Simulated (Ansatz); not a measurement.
Consider the following.

CaF2 (fluorite)

```
CELL_PARAMETERS angstrom
      0.00000     2.71960     2.71960
      2.71960     0.00000     2.71960
      2.71960     2.71960     0.00000
ATOMIC_POSITIONS crystal
  Ca 0.00000 0.00000 0.00000
  F  0.25000 0.25000 0.25000
  F  0.75000 0.75000 0.75000
```

In this cell atom 3 (F, nearest neighbour Ca at 2.355 Å; its periodic images, 3.8 Å or more away, move with it) is moved by s along Cartesian [110], unit vector (0.707, 0.707, 0.000); all other atoms and the cell stay fixed.

The numbers are results of r2SCAN (plane waves to 500 eV, PAW, scalar-relativistic; Ansatz, a first-principles code), not measurements. k mesh 9×9×9 (Γ-centred), Fermi-Dirac smearing 0.05 eV. The energy includes the smearing's −TS. CaF2 was relaxed with its symmetry unable to fall. ΔE is measured from the undisplaced structure.

The scan covers s from -0.470 to 0.470 Å in 11 points.

Task: Is the energy the same for equal positive and negative displacements?

Result: Even: the same for both signs. With its periodic images moving along, the atom's site symmetry in this cell is -43m.

Task: What force acts on the atom along the line at s = -0.470 Å?

Result: 3.02 eV/Å.

Task: What is the force constant k = d²E/ds² of this move at s = 0?

Result: 4.99 eV/Å².

(A displaced cell: forces are minus the slopes of the energy, force constants its curvatures, and phonons follow from these.)
